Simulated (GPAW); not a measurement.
# Si (P-1) in GPAW: a series of runs, part 2 of 2

GPAW 26.7.0. Earlier steps stand in the parts before.

## (3) Single point, PBE+D4 (all atoms moved at random, sigma 0.4 Å a component)

File run.py:

```python
from ase.calculators.mixing import SumCalculator
from ase.dft.bandgap import bandgap
from ase.io import read, write
from dftd4.ase import DFTD4
from gpaw import GPAW

atoms = read('POSCAR')

calc = GPAW(mode='lcao',
            h=0.16,
            basis='dzp',
            xc='PBE',
            kpts={'size': (8, 7, 4), 'gamma': True},
            occupations={'name': 'fermi-dirac', 'width': 0.05},
            convergence={'density': 1e-05, 'energy': 1e-05},
            maxiter=150,
            txt='gpaw.txt')
atoms.calc = SumCalculator([calc, DFTD4(method='pbe')])
energy = atoms.get_potential_energy()
forces = atoms.get_forces()
calc.write('gs.gpw')
write('result.traj', atoms)
print(f'Energy: {energy:.6f} eV')
print('Forces (eV/A):')
print(forces.round(4))
print('Fermi level:', round(calc.get_fermi_level(), 4), 'eV')
print(f'Gap: {bandgap(calc)[0]:.4f} eV, direct: {bandgap(calc, direct=True)[0]:.4f} eV')
```

File POSCAR:

```
Si
1.0
    0.0000000000      0.0000000000      2.4663543900
    2.6205428100      0.0000000000      0.0000000000
    0.0000000000      4.5389133000      0.0000000000
Si
2
Direct
    0.8650043700      0.0204068500      0.9092805900
    0.1349956300      0.4795931500      0.5907194100
```

Potentials or basis: GPAW PAW data sets (gpaw-data 1.2.1), lcao:dzp.

Run with:

```
> OMP_NUM_THREADS=1 python run.py
```

gpaw.txt:

```text
__  _  _
 | _ |_)|_||  |
 |__||  | ||/\| - 26.7.0

Input parameters:
  mode=LCAO(),
  basis={'default': 'dzp'},
  convergence={'density': 1e-05, 'energy': 1e-05},
  h=0.16,
  kpts=MonkhorstPack(size=(8, 7, 4), gamma=True),
  maxiter=150,
  occupations=Occupations(name='fermi-dirac', width=0.05),
  xc=XC(name='PBE')

        Si

          Si

Atoms  # Å, Bohr magnetons
|   | symbol |        x |        y |        z |    initial magnetic moments |
|---|--------|----------|----------|----------|-----------------------------|
| 0 |     Si | 0.053477 | 4.127146 | 2.133407 | ( 0.0000,  0.0000,  0.0000) |
| 1 |     Si | 1.256794 | 2.681224 | 0.332947 | ( 0.0000,  0.0000,  0.0000) |

Unit cell  # Å
| periodic |        x |        y |        z |  lengths |    angles |
|----------|----------|----------|----------|----------|-----------|
|      yes | 0.000000 | 0.000000 | 2.466354 | 2.466354 | 90.000000 |
|      yes | 2.620543 | 0.000000 | 0.000000 | 2.620543 | 90.000000 |
|      yes | 0.000000 | 4.538913 | 0.000000 | 4.538913 | 90.000000 |

Number of symmetries: 1
Symmetry operations  # r_c * U_cc + t_c -> r_c
|   | kind |            matrix            |
|---|------|------------------------------|
| 0 |  E   |  1, 0, 0,  0, 1, 0,  0, 0, 1 |

BZ-sampling:
  Number of BZ points: 224
  Number of IBZ points: 114

  Monkhorst-Pack size: [8, 7, 4]
  Monkhorst-Pack shift: [0.0625, 0.0, 0.125]

K-points  # in reciprocal-cell coordinates
|     |                                coordinates |     weight |
|-----|--------------------------------------------|------------|
|   0 | (  0.00000000,   0.00000000,   0.00000000) | 0.00446429 |
|   1 | (  0.00000000,   0.00000000,   0.25000000) | 0.00892857 |
|   2 | (  0.00000000,   0.00000000,   0.50000000) | 0.00446429 |
|   3 | (  0.00000000,   0.14285714,  -0.25000000) | 0.00892857 |
|   4 | (  0.00000000,   0.14285714,   0.00000000) | 0.00892857 |
|   5 | (  0.00000000,   0.14285714,   0.25000000) | 0.00892857 |
|   6 | (  0.00000000,   0.14285714,   0.50000000) | 0.00892857 |
|   7 | (  0.00000000,   0.28571429,  -0.25000000) | 0.00892857 |
|   8 | (  0.00000000,   0.28571429,   0.00000000) | 0.00892857 |
|   9 | (  0.00000000,   0.28571429,   0.25000000) | 0.00892857 |
| ... |                                            |            |
| 113 | (  0.50000000,   0.42857143,   0.50000000) | 0.00892857 |

basis functions: 26
Spin-components: 1 (collinear spins)
Bands:           8
Projectors:      10
Spin-degeneracy: 2
Datatype:        <class 'complex'>

Parallelization:
  kpt:    1
  domain: 1
  band:   1

Density:
  Valence electrons: 8.0
  Components: 1
  Grid points: [16 16 28]
  Charge: 0.0  # |e|

Potential:
  Grid points: [16 16 28]

species:
  Si:
    name:    Silicon
    Z:       14.0
    valence: 4
    core:    10
    charge:  0.0  # [|e|]
    compensation charges:
      type: gauss
      rc: 0.33  # [Å]
      lmax: 2
    cutoffs:
      filter: 1.86  # [Å]
      core: 2.06  # [Å]
    projectors
    | kind |    occ | energy [eV] | rcut [Å] |
    |------|--------|-------------|----------|
    |   3s |  2.000 |     -10.812 |    1.058 |
    |   3p |  2.000 |      -4.081 |    1.058 |
    |    s |        |      16.399 |    1.058 |
    |    p |        |      23.130 |    1.058 |
    |    d |        |       0.000 |    1.058 |

    LCAO basis set for Si:
      Name: dzp
      File: <dir>
      Number of radial functions: 5
      Number of spherical harmonics: 13
        l=0, rc=6.8594 Bohr: 3s-sz confined orbital
        l=1, rc=9.0625 Bohr: 3p-sz confined orbital
        l=0, rc=3.8906 Bohr: 3s-dz split-valence wave
        l=1, rc=5.2344 Bohr: 3p-dz split-valence wave
        l=2, rc=9.0625 Bohr: d-type Gaussian polarization
      Number of RI-basis functions 0

Reference energy: -15772.688500  # eV

eigensolver:
  <gpaw.new.lcao.eigensolver.LCAOEigensolver object>
density mixing:
  MSR1-Mixer
  Pratt-step length: 0.05
  Maximum mixing coefficient: 0.75
  Old densities: 10
  SVD Regularization: 0.005
  Good broyden scale: 1.0
  Trust region scale: 1.0
  Backstep threshold: 4.0
  History deletion threshold: 6.0
  Fourier metric: weight=20.0, sigma=0.015

occupation numbers:
  Fermi-Dirac:
    width: 0.0500  # eV

FastPoissonSolver using
    Stencil: 6*3+1=19 point O(h^6) finite-difference Laplacian
    FFT axes: [np.int64(0), np.int64(1), np.int64(2)]
    FST axes: []

xc functional:
  name: PBE with 2 nearest neighbor stencil
interpolation: tri-quintic # 5. degree polynomial

        Si

          Si

Atoms  # Å, Bohr magnetons
|   | symbol |        x |        y |        z |    initial magnetic moments |
|---|--------|----------|----------|----------|-----------------------------|
| 0 |     Si | 0.053477 | 4.127146 | 2.133407 | ( 0.0000,  0.0000,  0.0000) |
| 1 |     Si | 1.256794 | 2.681224 | 0.332947 | ( 0.0000,  0.0000,  0.0000) |

Unit cell  # Å
| periodic |        x |        y |        z |  lengths |    angles |
|----------|----------|----------|----------|----------|-----------|
|      yes | 0.000000 | 0.000000 | 2.466354 | 2.466354 | 90.000000 |
|      yes | 2.620543 | 0.000000 | 0.000000 | 2.620543 | 90.000000 |
|      yes | 0.000000 | 4.538913 | 0.000000 | 4.538913 | 90.000000 |

Number of symmetries: 1
Symmetry operations  # r_c * U_cc + t_c -> r_c
|   | kind |            matrix            |
|---|------|------------------------------|
| 0 |  E   |  1, 0, 0,  0, 1, 0,  0, 0, 1 |

BZ-sampling:
  Number of BZ points: 224
  Number of IBZ points: 114

  Monkhorst-Pack size: [8, 7, 4]
  Monkhorst-Pack shift: [0.0625, 0.0, 0.125]

K-points  # in reciprocal-cell coordinates
|     |                                coordinates |     weight |
|-----|--------------------------------------------|------------|
|   0 | (  0.00000000,   0.00000000,   0.00000000) | 0.00446429 |
|   1 | (  0.00000000,   0.00000000,   0.25000000) | 0.00892857 |
|   2 | (  0.00000000,   0.00000000,   0.50000000) | 0.00446429 |
|   3 | (  0.00000000,   0.14285714,  -0.25000000) | 0.00892857 |
|   4 | (  0.00000000,   0.14285714,   0.00000000) | 0.00892857 |
|   5 | (  0.00000000,   0.14285714,   0.25000000) | 0.00892857 |
|   6 | (  0.00000000,   0.14285714,   0.50000000) | 0.00892857 |
|   7 | (  0.00000000,   0.28571429,  -0.25000000) | 0.00892857 |
|   8 | (  0.00000000,   0.28571429,   0.00000000) | 0.00892857 |
|   9 | (  0.00000000,   0.28571429,   0.25000000) | 0.00892857 |
| ... |                                            |            |
| 113 | (  0.50000000,   0.42857143,   0.50000000) | 0.00892857 |

basis functions: 26
Spin-components: 1 (collinear spins)
Bands:           8
Projectors:      10
Spin-degeneracy: 2
Datatype:        <class 'complex'>

Parallelization:
  kpt:    1
  domain: 1
  band:   1

Density:
  Valence electrons: 8.0
  Components: 1
  Grid points: [16 16 28]
  Charge: 0.0  # |e|

Potential:
  Grid points: [16 16 28]

species:
  Si:
    name:    Silicon
    Z:       14.0
    valence: 4
    core:    10
    charge:  0.0  # [|e|]
    compensation charges:
      type: gauss
      rc: 0.33  # [Å]
      lmax: 2
    cutoffs:
      filter: 1.86  # [Å]
      core: 2.06  # [Å]
    projectors
    | kind |    occ | energy [eV] | rcut [Å] |
    |------|--------|-------------|----------|
    |   3s |  2.000 |     -10.812 |    1.058 |
    |   3p |  2.000 |      -4.081 |    1.058 |
    |    s |        |      16.399 |    1.058 |
    |    p |        |      23.130 |    1.058 |
    |    d |        |       0.000 |    1.058 |

    LCAO basis set for Si:
      Name: dzp
      File: <dir>
      Number of radial functions: 5
      Number of spherical harmonics: 13
        l=0, rc=6.8594 Bohr: 3s-sz confined orbital
        l=1, rc=9.0625 Bohr: 3p-sz confined orbital
        l=0, rc=3.8906 Bohr: 3s-dz split-valence wave
        l=1, rc=5.2344 Bohr: 3p-dz split-valence wave
        l=2, rc=9.0625 Bohr: d-type Gaussian polarization
      Number of RI-basis functions 0

Reference energy: -15772.688500  # eV

eigensolver:
  <gpaw.new.lcao.eigensolver.LCAOEigensolver object>
density mixing:
  MSR1-Mixer
  Pratt-step length: 0.05
  Maximum mixing coefficient: 0.75
  Old densities: 10
  SVD Regularization: 0.005
  Good broyden scale: 1.0
  Trust region scale: 1.0
  Backstep threshold: 4.0
  History deletion threshold: 6.0
  Fourier metric: weight=20.0, sigma=0.015

occupation numbers:
  Fermi-Dirac:
    width: 0.0500  # eV

FastPoissonSolver using
    Stencil: 6*3+1=19 point O(h^6) finite-difference Laplacian
    FFT axes: [np.int64(0), np.int64(1), np.int64(2)]
    FST axes: []

xc functional:
  name: PBE with 2 nearest neighbor stencil
interpolation: tri-quintic # 5. degree polynomial

convergence criteria:
- Maximum integral of absolute [dens]ity change: 1e-05 electrons / valence electron
- Maximum [total energy] change in last 3 cyles: 1e-05 eV / valence electron
- Maximum integral of absolute [eigenst]ate change: 4e-08 eV^2 / valence electron
maximum number of iterations: 150

SCF iterations
|iter     | |      energy | eigst |  dens |
|---------|-|-------------|-------|-------|
|iter:   1| |   -7.587900 |      c|       |
|iter:   2| |   -7.529734 |      c| -0.93 |
|iter:   3| |   -7.386345 |      c| -0.97 |
|iter:   4| |   -7.389068 |      c| -1.55 |
|iter:   5| |   -7.389643 |      c| -1.88 |
|iter:   6| |   -7.389625 |      c| -2.85 |
|iter:   7| |   -7.389630c|      c| -3.54 |
|iter:   8| |   -7.389630c|      c| -4.20 |
|iter:   9| |   -7.389630c|      c| -5.18c|

Converged in 9 steps
Energy contributions relative to reference atoms: (reference = -15772.688500)

Energy contributions:
  Kinetic:          38.985902
  Coulomb:         -28.789501
  Zero:             -0.130787
  External:          0.000000
  Xc:              -17.450362
  Entropy:          -0.009763
  Spinorbit:         0.000000
  ----------------------------
  Free energy:      -7.394511
  Extrapolated:     -7.389630

dipole moment: (-5.505802, 5.821708, -0.000000)  # |e|*Ang

Fermi level: 9.008
Eigenvalues  # (at kpt = [0.000, 0.000, 0.000])
| band index |      eig [eV] | occ [0-2] |
|------------|---------------|-----------|
|          0 |        -7.112 |     2.000 |
|          1 |         1.407 |     2.000 |
|          2 |         3.752 |     2.000 |
|          3 |        11.510 |     0.000 |
|          4 |        13.404 |     0.000 |
|          5 |        14.912 |     0.000 |
|          6 |        16.505 |     0.000 |
|          7 |        20.025 |     0.000 |

No gap
No difference between direct/indirect transitions

Forces  # eV/Ang
|        x |        y |        z |
|----------|----------|----------|
| -1.57182 |  8.17475 | -2.20939 |  # Si   0
|  1.57182 | -8.17475 |  2.20939 |  # Si   1

# Writing to gs.gpw (mode='')
```

Run time: 8.8 min. Hardware: 1 thread of Arm Neoverse V2, shared host; peak memory 0.19 GiB.

What came out:

```
Free energy                : -8.2560 eV
Largest force              : 8.640 eV/Å
Band gap on the k mesh     : none (metal or under the smearing width)
Dispersion energy per atom : -0.431 eV
```

Forces in eV/Å, atoms in the order of the input:
```
Si  -1.571  8.204 -2.208
Si   1.571 -8.204  2.208
```

Levels at points of the mesh, in eV from the Fermi level:
```
           k point  band 1  band 2  band 3  band 4  band 5  band 6  band 7  band 8
(0.00, 0.00, 0.00)  -16.12   -7.60   -5.26    2.50    4.40    5.90    7.50   11.02
(0.00, 0.00, 0.50)  -15.86   -9.91   -0.02    2.64    3.30    4.69    6.42    8.31
(0.50, 0.00, 0.00)  -11.17   -9.41   -2.30   -1.87   -0.29    2.16    6.21    9.87
(0.50, 0.00, 0.50)  -10.94   -9.16   -4.64   -3.58    4.45    6.32    6.93    7.71
```

Caveat: the real-space grid adds noise to forces; the basis of atomic orbitals isn't converged, which shifts pressures, moduli and gaps.
